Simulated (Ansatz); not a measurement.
Computed with Ansatz (plane waves, PAW, 420 eV cutoff): PBE, scalar-relativistic, no spin polarisation, 10×10×8 k-mesh, Gaussian smearing of 0.05 eV; PAW files: Ansatz's generated set soft_2.

A crystal of composition XP, relaxed at this level of theory, gives this pattern between 10° and 80°.

Cu Kα1 powder pattern (kinematic, no thermal factors).
2θ (°) (relative intensity): 26.52 (19), 31.12 (58), 33.92 (10), 41.33 (100), 51.73 (3), 54.61 (9), 55.36 (27), 62.41 (10), 64.20 (14), 64.88 (7), 66.53 (1), 71.38 (19)

Problem. Which lattice and cell does the pattern come from?

Solution. Hexagonal, space group P6_3/mmc (No. 194), a = 3.316 Å, b = 3.316 Å, c = 6.716 Å, α = 90.00°, β = 90.00°, γ = 120.00°. The line positions fix the lattice at most, not the space group, and lines under 1 % of the strongest aren't listed; this is the group of the computed cell.

The calculation on XP, where X is one element, gave:

| Property | Result |
| --- | --- |
| Band gap | zero (metallic) |
| Density of states at the Fermi level | 0.44 states/(eV·atom) |
| Bader charges | X 1.20; P -1.20 e |
| Formation energy from the elements (0 K, uncorrected) | -0.98 eV/atom |
| Bulk modulus (Birch–Murnaghan) | 176 GPa |
| Pressure derivative B0′ | 3.9 |

Sites: X on 2a, P on 2c.

Problem. Which element is X?
A. Y
B. Tc
C. Mo
D. Nb

Solution. D. X is Nb, so the compound is NbP.

This is a trial structure; measured cells of the compound in the Crystallography Open Database are in space group I41/amd.
